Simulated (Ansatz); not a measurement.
# Lead (dhcp) across density functionals

All rows: Ansatz, plane waves with scalar-relativistic PAW, 420 eV (500 eV for the SCAN forms), relaxed under each functional, no dispersion correction, no zero-point motion. B₀ comes from uniform scaling at fixed shape; a dash is a value not given.

```
functional  V (Å³/atom)                                     cell  B₀ (GPa)     magnetic state  ΔE to fcc (meV/atom)
       PBE        31.93  a = 3.573 Å, c = 11.550 Å (c/a = 3.232)        39  spin not included                     3
    r²SCAN        31.04  a = 3.537 Å, c = 11.464 Å (c/a = 3.241)        45  spin not included                     1
    PBEsol        29.91  a = 3.491 Å, c = 11.333 Å (c/a = 3.246)        48  spin not included                    -2
       LDA        28.95  a = 3.453 Å, c = 11.213 Å (c/a = 3.247)        52  spin not included                    -2
    revPBE        32.86  a = 3.609 Å, c = 11.653 Å (c/a = 3.229)        35  spin not included                     3
      RPBE        33.21  a = 3.621 Å, c = 11.699 Å (c/a = 3.231)        34  spin not included                     5
      BLYP        34.78  a = 3.683 Å, c = 11.844 Å (c/a = 3.216)        32  spin not included                     6
```

LDA gives the smallest volume and BLYP the largest.
